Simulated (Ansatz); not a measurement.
Input and command of a plane-wave DFT calculation in Ansatz:

```yaml
crystal:
  lattice:
    - [3.8742176193, 0.0, 0.0]
    - [0.0, 3.8742176193, 0.0]
    - [0.0, 0.0, 4.0659314808]
  atoms:
    - { symbol: Ba, position: [0.5, 0.5, 0.5] }
    - { symbol: Ti, position: [0.0, 0.0, 0.0] }
    - { symbol: O, position: [0.5, 0.0, 0.0] }
    - { symbol: O, position: [0.0, 0.5, 0.0] }
    - { symbol: O, position: [0.0, 0.0, 0.5] }
basis:
  ecutwfc: 500
kpoints:
  mp_grid: { grid: [8, 8, 8] }
hamiltonian:
  xc: r2scan
scf:
  occupations: { method: gaussian, width: 0.02 }
output:
  forces: true
  stress: true
  eigenvalues: true
relax:
  adjacent_minimum: "off"
  f_tol: 0.008
  max_steps: 40
  cell: { stress_tol: 0.015, fix: [a, b, gamma] }
```

```bash
ansatz run input.yaml --threads 1 --pin off --max-ram 2560MiB --backend cpu --events-out ev --progress --plain --runs-dir out
```

Processor: Arm Neoverse V2, 1 thread, on a host shared with other jobs.

Estimate time, memory and problem size.

About 78 s on 1 thread of Arm Neoverse V2, on a shared host, peak memory 0.55 GiB. It solves 25 bands at 75 k points (the mesh reduced by symmetry) with about 1555 plane waves (on the last cell), in 28 SCF iterations over 5 ionic steps.
